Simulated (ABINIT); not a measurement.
# GaP (F-43m) in ABINIT: further runs, part 2 of 2

ABINIT 10.8.3 (patched build).

**4. Band structure, RPBE**

run.abi

```
# Datasets: ground state, then fixed potential
ndtset 2

# Pseudopotentials
pp_dirpath "./"
pseudos "Ga.upf, P.upf"

# Structure
acell 7.2831660764 7.2831660764 7.2831660764
rprim
     0.0000000000     0.7071067812     0.7071067812
     0.7071067812     0.0000000000     0.7071067812
     0.7071067812     0.7071067812     0.0000000000
ntypat 2
znucl 31 15
natom 2
typat 1 2
xcart
     0.0000000000     0.0000000000     0.0000000000
     4.0878750000     4.0878750000     4.0878750000 Angstrom

# Plane-wave basis
ecut 1088.455450 eV

# Exchange and correlation
ixc 15

# Bands and occupations
occopt 3
tsmear 0.05 eV

# SCF cycle
nstep 100

# Output
iomode 3
prtwf 0
prteig 0
prtebands 0
enunit 1
prtden1 1

# Dataset 1
kptopt1 1
ngkpt1 8 8 8
nshiftk1 1
shiftk1 0.0 0.0 0.0
nband1 13
tolvrs1 1.0e-10

# Dataset 2: bands along G-X-W-K-G-L-U-W-L-K
iscf2 -2
getden2 1
nband2 17
nbdbuf2 2
tolwfr2 1.0e-12
kptopt2 -9
ndivsm2 5
prteig2 1
prtvol2 -3
kptbounds2
     0.0000000000     0.0000000000     0.0000000000
     0.5000000000     0.0000000000     0.5000000000
     0.5000000000     0.2500000000     0.7500000000
     0.3750000000     0.3750000000     0.7500000000
     0.0000000000     0.0000000000     0.0000000000
     0.5000000000     0.5000000000     0.5000000000
     0.6250000000     0.2500000000     0.6250000000
     0.5000000000     0.2500000000     0.7500000000
     0.5000000000     0.5000000000     0.5000000000
     0.3750000000     0.3750000000     0.7500000000
```

Potentials or basis: PseudoDojo NC SR PBE v0.4.1 standard.

Launch:

```sh
$ abinit run.abi > log 2>&1
```

run.abo:

```text
.Version 10.8.3 of ABINIT
 DATASET    1 : space group F-4 3 m (#216); Bravais cF (face-center cubic)
================================================================================
 Values of the parameters that define the memory need for DATASET  1.
     intxc =       0    ionmov =       0      iscf =       7    lmnmax =       6
     lnmax =       6     mgfft =      45  mpssoang =       3    mqgrid =    3001
     natom =       2  nloc_mem =       1    nspden =       1   nspinor =       1
    nsppol =       1      nsym =      24    n1xccc =    2501    ntypat =       2
    occopt =       3   xclevel =       2
       mpw =        3327          nfft =       91125          nkpt =          29
================================================================================
================================================================================

 DATASET    2 : space group F-4 3 m (#216); Bravais cF (face-center cubic)
================================================================================
 Values of the parameters that define the memory need for DATASET  2.
     intxc =       0    ionmov =       0      iscf =      -2    lmnmax =       6
     lnmax =       6     mgfft =      45  mpssoang =       3    mqgrid =    3001
     natom =       2  nloc_mem =       1    nspden =       1   nspinor =       1
    nsppol =       1      nsym =      24    n1xccc =    2501    ntypat =       2
    occopt =       3   xclevel =       2
       mpw =        3327          nfft =       91125          nkpt =          87
================================================================================
================================================================================

--------------------------------------------------------------------------------
------------- Echo of variables that govern the present computation ------------
--------------------------------------------------------------------------------
 -outvars: echo values of preprocessed input variables --------
            acell      7.2831660764E+00  7.2831660764E+00  7.2831660764E+00 Bohr
              amu      6.97230000E+01  3.09737620E+01
             ecut      4.00000000E+01 Hartree
           enunit           1
           getden1          0
           getden2          1
             iscf1          7
             iscf2         -2
              ixc          15
           jdtset        1    2
           kptopt1          1
           kptopt2         -9
         kptrlatt        8    0    0      0    8    0      0    0    8
          kptrlen1     5.82653286E+01
          kptrlen2     3.00000000E+01
            natom           2
            nband1         13
            nband2         17
           nbdbuf1          0
           nbdbuf2          2
           ndtset           2
           ndivsm1          0
           ndivsm2          5
            ngfft          45      45      45
             nkpt1         29
             nkpt2         87
            nstep         100
             nsym          24
           ntypat           2
           occopt           3
        prtebands           0
           prteig1          0
           prteig2          1
           prtvol1          0
           prtvol2         -3
            prtwf           0
            rprim      0.0000000000E+00  7.0710678120E-01  7.0710678120E-01
                       7.0710678120E-01  0.0000000000E+00  7.0710678120E-01
                       7.0710678120E-01  7.0710678120E-01  0.0000000000E+00
           shiftk1     0.00000000E+00  0.00000000E+00  0.00000000E+00
           shiftk2     5.00000000E-01  5.00000000E-01  5.00000000E-01
          spgroup         216
[... 808 lines left out ...]
  1.06E-04
 -3.7724E-01 -3.7217E-01 -3.7178E-01 -3.7078E-01 -3.6983E-01 -1.9158E-01
 -7.2372E-02  1.8589E-02  8.4369E-02  2.5100E-01  3.5853E-01  4.5219E-01
  4.5375E-01  5.0534E-01  5.3860E-01  7.0912E-01  7.3844E-01
 Non-SCF case, kpt   87 (  0.37500  0.37500  0.75000), residuals and eigenvalues=
  6.23E-13  6.83E-13  6.48E-13  2.67E-13  6.03E-13  9.35E-13  9.65E-13  4.55E-13
  7.23E-13  9.49E-13  6.22E-13  4.24E-13  7.93E-13  5.24E-13  9.79E-13  3.31E-06
  9.27E-05
 -3.7735E-01 -3.7206E-01 -3.7168E-01 -3.7088E-01 -3.6977E-01 -1.8891E-01
 -7.4767E-02  1.9657E-02  8.0503E-02  2.4683E-01  3.4173E-01  4.6696E-01
  4.6961E-01  5.0805E-01  5.4457E-01  7.0475E-01  7.4518E-01

--- !ResultsGS
iteration_state: {dtset: 2, }
comment   : Summary of ground state results
lattice_vectors:
- [  0.0000000,   5.1499761,   5.1499761, ]
- [  5.1499761,   0.0000000,   5.1499761, ]
- [  5.1499761,   5.1499761,   0.0000000, ]
lattice_lengths: [   7.28317,    7.28317,    7.28317, ]
lattice_angles: [ 60.000,  60.000,  60.000, ] # degrees, (23, 13, 12)
lattice_volume:   2.7317795E+02
convergence: {deltae:  0.000E+00, res2:  0.000E+00, residm:  9.996E-13, diffor:  0.000E+00, }
etotal    :  -8.34951318E+01
entropy   :   0.00000000E+00
fermie    :   1.93561855E-01
cartesian_stress_tensor: null
pressure_GPa: null
xred      :
- [  0.0000E+00,   0.0000E+00,   0.0000E+00, Ga]
- [  7.5000E-01,   7.5000E-01,   7.5000E-01,  P]
cartesian_forces: null
force_length_stats: {min: null, max: null, mean: null, }
...

 Integrated electronic density in atomic spheres:
 ------------------------------------------------
 Atom  Sphere_radius  Integrated_density
    1        2.00000         10.80403652
    2        2.00000          2.82536426
================================================================================

 ----iterations are completed or convergence reached----

 Mean square residual over all n,k,spin=   56.067E-14; max=  99.960E-14
 reduced coordinates (array xred) for    2 atoms
       0.000000000000      0.000000000000      0.000000000000
       0.750000000000      0.750000000000      0.750000000000

 cartesian coordinates (angstrom) at end:
    1      0.00000000000000     0.00000000000000     0.00000000000000
    2      4.08787499729965     4.08787499729965     4.08787499729965
 length scales=  7.283166076400  7.283166076400  7.283166076400 bohr
              =  3.854085508238  3.854085508238  3.854085508238 angstroms
 Eigenvalues (   eV  ) for nkpt=  87  k points:
 kpt#   1, nband= 17, wtk=  1.00000, kpt=  0.0000  0.0000  0.0000 (reduced coord)
 -10.16918  -10.16918  -10.16918  -10.07410  -10.07410   -8.02723    4.41844    4.41844
   4.41844    6.37960    8.38096    8.38096    8.38096   13.50670   14.14356   14.14356
  17.00070
 kpt#   2, nband= 17, wtk=  1.00000, kpt=  0.0357  0.0000  0.0357 (reduced coord)
 -10.17116  -10.16842  -10.16842  -10.07441  -10.07384   -8.00512    4.21848    4.35385
   4.35385    6.57060    8.32145    8.47001    8.47001   13.61913   13.93220   14.16350
  17.04853
 kpt#   3, nband= 17, wtk=  1.00000, kpt=  0.0714  0.0000  0.0714 (reduced coord)
 -10.17686  -10.16616  -10.16616  -10.07536  -10.07305   -7.93910    3.76043    4.17700
   4.17700    6.98856    8.16714    8.72008    8.72008   13.42396   13.94884   14.22319
  17.18125
 kpt#   4, nband= 17, wtk=  1.00000, kpt=  0.1071  0.0000  0.1071 (reduced coord)
 -10.18564  -10.16250  -10.16250  -10.07699  -10.07178   -7.83006    3.20402    3.92519
   3.92519    7.39516    8.01388    9.09359    9.09359   12.84059   14.32218   14.44206
  17.40637
 kpt#   5, nband= 17, wtk=  1.00000, kpt=  0.1429  0.0000  0.1429 (reduced coord)
[... 317 lines left out ...]
   2.57935    7.13145   10.04222   11.22258   11.75793   14.18169   14.81008   18.01385
  19.02337
 kpt#  85, nband= 17, wtk=  1.00000, kpt=  0.4028  0.4028  0.6944 (reduced coord)
 -10.26170  -10.13055  -10.12019  -10.08593  -10.06493   -5.33432   -1.91142    0.62005
   2.42727    6.97359   10.09488   11.78146   11.85407   13.93111   14.67738   18.88304
  19.39266
 kpt#  86, nband= 17, wtk=  1.00000, kpt=  0.3889  0.3889  0.7222 (reduced coord)
 -10.26527  -10.12719  -10.11654  -10.08931  -10.06363   -5.21325   -1.96935    0.50583
   2.29578    6.82996    9.75623   12.30485   12.34706   13.75088   14.65599   19.29620
  20.09410
 kpt#  87, nband= 17, wtk=  1.00000, kpt=  0.3750  0.3750  0.7500 (reduced coord)
 -10.26833  -10.12428  -10.11402  -10.09220  -10.06203   -5.14046   -2.03453    0.53488
   2.19060    6.71664    9.29891   12.70673   12.77886   13.82483   14.81851   19.17714
  20.27751

== END DATASET(S) ==============================================================
================================================================================

 -outvars: echo values of variables after computation  --------
            acell      7.2831660764E+00  7.2831660764E+00  7.2831660764E+00 Bohr
           etotal1    -8.3495131797E+01
            fcart1     1.4705048163E-29  1.4705048163E-29 -4.4115144489E-29
                      -1.4705048163E-29 -1.4705048163E-29  4.4115144489E-29
            rprim      0.0000000000E+00  7.0710678120E-01  7.0710678120E-01
                       7.0710678120E-01  0.0000000000E+00  7.0710678120E-01
                       7.0710678120E-01  7.0710678120E-01  0.0000000000E+00
           strten1    -1.6006302324E-04 -1.6006302324E-04 -1.6006302324E-04
                       0.0000000000E+00  0.0000000000E+00  0.0000000000E+00
           xangst      0.0000000000E+00  0.0000000000E+00  0.0000000000E+00
                       4.0878749973E+00  4.0878749973E+00  4.0878749973E+00
             xred      0.0000000000E+00  0.0000000000E+00  0.0000000000E+00
                       7.5000000000E-01  7.5000000000E-01  7.5000000000E-01
 Calculation completed.
```

It took 2.3 min on 1 thread of Arm Neoverse V2, shared host; peak memory 0.15 GiB.

What came out:

```
Free energy                                           : -2272.0183 eV
Pressure                                              : 4.7 GPa
Band gap on the k mesh                                : 1.76 eV, indirect (least direct gap 1.96 eV)
Band gap along the path                               : 1.71 eV, indirect (least direct gap 1.96 eV)
Valence electrons inside the program's atomic spheres : Ga 10.80; P 2.83
```

Levels at the corners of the path, in eV from the valence-band top:
| point | band 5 | band 6 | band 7 | band 8 | band 9 | band 10 | band 11 | band 12 | band 13 | band 14 |
| --- | --- | --- | --- | --- | --- | --- | --- | --- | --- | --- |
| Γ | -14.49 | -12.45 | 0.00 | 0.00 | 0.00 | 1.96 | 3.96 | 3.96 | 3.96 | 9.09 |
| X | -14.47 | -9.52 | -6.66 | -2.65 | -2.65 | 1.77 | 1.94 | 10.65 | 10.65 | 11.32 |
| W | -14.48 | -9.44 | -6.45 | -3.53 | -3.37 | 4.78 | 4.93 | 6.19 | 6.27 | 11.68 |
| K | -14.48 | -9.56 | -6.45 | -3.88 | -2.23 | 2.30 | 4.88 | 8.29 | 8.36 | 9.41 |
| Γ | -14.49 | -12.45 | 0.00 | 0.00 | 0.00 | 1.96 | 3.96 | 3.96 | 3.96 | 9.09 |
| L | -14.48 | -10.41 | -6.55 | -1.10 | -1.10 | 1.80 | 4.78 | 4.78 | 8.45 | 11.06 |
| U | -14.48 | -9.56 | -6.45 | -3.88 | -2.23 | 2.30 | 4.88 | 8.29 | 8.36 | 9.41 |
| W | -14.48 | -9.44 | -6.45 | -3.53 | -3.37 | 4.78 | 4.93 | 6.19 | 6.27 | 11.68 |
| L | -14.48 | -10.41 | -6.55 | -1.10 | -1.10 | 1.80 | 4.78 | 4.78 | 8.45 | 11.06 |
| K | -14.48 | -9.56 | -6.45 | -3.88 | -2.23 | 2.30 | 4.88 | 8.29 | 8.36 | 9.41 |

Caveat: the potentials were made for another functional, which shifts forces and pressure.

**5. Overview**

| level | potentials or basis | spin | cutoff (eV) | fine-grid cutoff | gap on the mesh (eV) | pressure (GPa) |
| --- | --- | --- | --- | --- | --- | --- |
| LDA-VWN | JTH PAW LDA v2.0 | SOC, no magnetisation | 544 | 1088.46 eV | 1.46 | -2.8 |
| revPBE | JTH PAW PBE v2.0 | off | 544 | 1088.46 eV | 1.70 | 4.1 |
| RPBE | PseudoDojo NC SR PBE v0.4.1 standard | off | 1088 | - | 1.76 | 4.7 |

Alike in all rows: task band structure; cell as given; k mesh 8 × 8 × 8; smearing fermi-dirac 0.05 eV.

Caveats: the PAW data sets were made with another functional, which shifts forces and pressure a little (some runs); the potentials were made for another functional, which shifts forces and pressure (some runs).

Total energies depend on the potentials used, so only differences within one code and one set of settings carry meaning.

**6. How close it comes**

Step 2. Against the measured gap of GaP, 2.34 eV (indirect; 10 K; quoted in “Stacking defects in GaP nanowires: Electronic structure and optical properties”, 2018, arxiv:1810.01194), the calculated 1.41 eV is off by -0.93 eV. The value is that of LDA-VWN, without temperature or zero-point motion. Semilocal functionals fall short of measured gaps as a rule.

Step 3. Against the measured gap of GaP, 2.34 eV (indirect; 10 K; quoted in “Stacking defects in GaP nanowires: Electronic structure and optical properties”, 2018, arxiv:1810.01194), the calculated 1.66 eV is off by -0.68 eV. Spin-orbit coupling on Ga is left out. The value is that of revPBE, without temperature or zero-point motion. Semilocal functionals fall short of measured gaps as a rule.

Step 4. Against the measured gap of GaP, 2.34 eV (indirect; 10 K; quoted in “Stacking defects in GaP nanowires: Electronic structure and optical properties”, 2018, arxiv:1810.01194), the calculated 1.71 eV is off by -0.63 eV. Spin-orbit coupling on Ga is left out. The value is that of RPBE, without temperature or zero-point motion. Semilocal functionals fall short of measured gaps as a rule.
